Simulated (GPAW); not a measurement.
Runs of GPAW 26.7.0 on CdSe (Cadmoselite). Symmetry: P6_3mc, No. 186, hexagonal system. Conventional cell: a = 4.300 Å, b = 4.300 Å, c = 7.020 Å, α = 90.00°, β = 90.00°, γ = 120.00°. Cd (site symmetry 3m) is surrounded by 4 Se at 2.61 to 2.70 Å. Se (site symmetry 3m) is surrounded by 4 Cd at 2.61 to 2.70 Å. 

| task | level | potentials or basis | spin | cell | k mesh | cutoff (eV) | smearing | maxiter | data set | convergence | response ecut | response k mesh | mesh quality | gap on the mesh (eV) | pressure (GPa) | largest force (eV/Å) |
| --- | --- | --- | --- | --- | --- | --- | --- | --- | --- | --- | --- | --- | --- | --- | --- | --- |
| single point | PBE | GPAW PAW data sets (gpaw-data 1.2.1), pw | off | P6_3mc, 28.1 Å³/atom | 6 × 6 × 3 | 450 | fermi-dirac 0.05 eV | 120 | - | default | - | - | not flagged | 0.70 | 2.0 | 0.28 |
| single point | PBE | GPAW PAW data sets (gpaw-data 1.2.1), pw | off | P6_3mc, 28.1 Å³/atom | 6 × 6 × 3 | 500 | fermi-dirac 0.05 eV | 120 | - | default | - | - | not flagged | 0.70 | 2.5 | 0.28 |
| dielectric tensor | PBE | GPAW PAW data sets (gpaw-data 1.2.1), pw | off | P6_3mc, 29.23 Å³/atom | 6 × 6 × 3 | 500 | fermi-dirac 0.001 eV | 150 | - | - | 80 eV | 8 × 8 × 4 | not flagged | (b) | - | - |
| dielectric tensor | PBE | GPAW PAW data sets (gpaw-data 1.2.1), pw | off | P6_3mc, 28.66 Å³/atom | 6 × 6 × 3 | 500 | fermi-dirac 0.001 eV | 150 | - | - | 80 eV | 8 × 8 × 4 | not flagged | (a) | - | - |
| dielectric tensor | PBE | GPAW PAW data sets (gpaw-data 1.2.1), pw | off | P6_3mc, 28.1 Å³/atom | 6 × 6 × 3 | 500 | fermi-dirac 0.001 eV | 150 | - | - | 80 eV | 8 × 8 × 4 | not flagged | 0.70 | - | - |
| band structure | OLYP | PAW data sets generated in the run's folder for this functional, pw | SOC, no magnetisation | P6_3mc, 28.1 Å³/atom | 5 × 5 × 3 | 600 | fermi-dirac 0.05 eV | 150 | - | - | - | - | not flagged | 1.04 | 4.7 | 0.28 |
| dielectric tensor | PBE | GPAW PAW data sets (gpaw-data 1.2.1), pw | off | P6_3mc, 27.54 Å³/atom | 6 × 6 × 3 | 500 | fermi-dirac 0.001 eV | 150 | - | - | 80 eV | 8 × 8 × 4 | not flagged | 0.74 | - | - |

Estimate the missing entries.

(a) 0.65; (b) 0.61.

Caveats: the long-wavelength limit can be off by several per cent where d states take part (some runs); the gap is small at this level, which inflates the dielectric constant (some runs); the cutoff is short for stress and forces, so pressures can be off by a GPa or more (some runs); spin-orbit coupling was added after a scalar SCF, so levels and gaps hold it while energy, forces, pressure and moments don't (some runs); this program's spin-orbit splittings come out too wide for heavy elements (some runs).

A k mesh can miss the band edges, and rows without SOC leave out spin-orbit coupling on Cd, Se.
